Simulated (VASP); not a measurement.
HfO2, 12 atoms in the cell. Symmetry: P2_1/c, No. 14, monoclinic system. The conventional cell has a = 5.075 Å, b = 5.156 Å, c = 5.243 Å, α = 90.00°, β = 99.63°, γ = 90.00°. Hf (site symmetry 1) is surrounded by 7 O at 2.03 to 2.22 Å. O (site symmetry 1) is surrounded by 4 Hf at 2.13 to 2.22 Å. Around O (site symmetry 1) lie 3 Hf at 2.03 to 2.12 Å. 

- Program: VASP 6.6.1
- Task: relaxation of cell and atoms
- Functional: PBEsol
- Potentials or basis: VASP PAW PBE potentials, release 64 (Hf_pv, O)
- Cutoff: 600 eV
- k mesh: 6 × 6 × 6
- Occupations: gaussian, width 0.03 eV
- Spin: no spin polarisation
- Further INCAR settings: ALGO = Normal; EDIFF = 1e-07; IBRION = 2; EDIFFG = -0.005; NSW = 90; ISIF = 3

Potentials or basis: VASP PAW PBE potentials, release 64 (Hf_pv, O).

Run with:

```sh
$ cat potpaw_PBE.64/Hf_pv/POTCAR potpaw_PBE.64/O/POTCAR > POTCAR
$ mpirun -np 4 vasp_std > vasp.out
```

Hardware: 4 MPI ranks on AMD EPYC 9R45 96-Core Processor (Zen 5), with other jobs on the host.

Problem. Estimate the wall time of this run.

Solution. Run time: 2.8 min on 4 MPI ranks on AMD EPYC 9R45 96-Core Processor (Zen 5), on a shared host, peak memory 0.6 GiB a rank. Counts: scf iterations 24, k points 80, ion steps 2.
